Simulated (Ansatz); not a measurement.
Crystal: Br.

```
CELL_PARAMETERS angstrom
3.36325 -2.32255 0.00000
3.36325 2.32255 0.00000
0.00000 0.00000 8.70230
ATOMIC_POSITIONS crystal
Br 0.36510 0.63490 0.39010
Br 0.13490 0.86510 0.89010
Br 0.63490 0.36510 0.60990
Br 0.86510 0.13490 0.10990
```

Program: Ansatz 0.2.0. Alike in all runs: potentials or basis Ansatz PAW; cell as given.

Order these runs on this cell by their band gap on the k mesh, lowest first.
A. level PBE; spin off; k mesh 7 × 7 × 3; cutoff (eV) 420; smearing gaussian 0.022 eV
B. level r2SCAN; spin SOC, no magnetisation; k mesh 5 × 5 × 3; cutoff (eV) 500; smearing fermi-dirac 0.05 eV; points for each segment of the path 14
C. level HSEsol; spin off; k mesh 4 × 4 × 2; cutoff (eV) 420; smearing fermi-dirac 0.05 eV; points for each segment of the path 4
D. level HSE03; spin off; k mesh 4 × 4 × 2; cutoff (eV) 420; smearing fermi-dirac 0.05 eV; points for each segment of the path 4

A (1.90 eV), B (2.15 eV), D (2.86 eV), C (3.04 eV).

Caveats: odd divisions of the mesh miss points on the zone boundary, where band edges often lie, so the gap on the mesh can be too wide (some runs); the k mesh misses the band edges, so the gap on the mesh is wider than the one along the path (some runs).

A k mesh can miss the band edges, odd and even meshes differently.
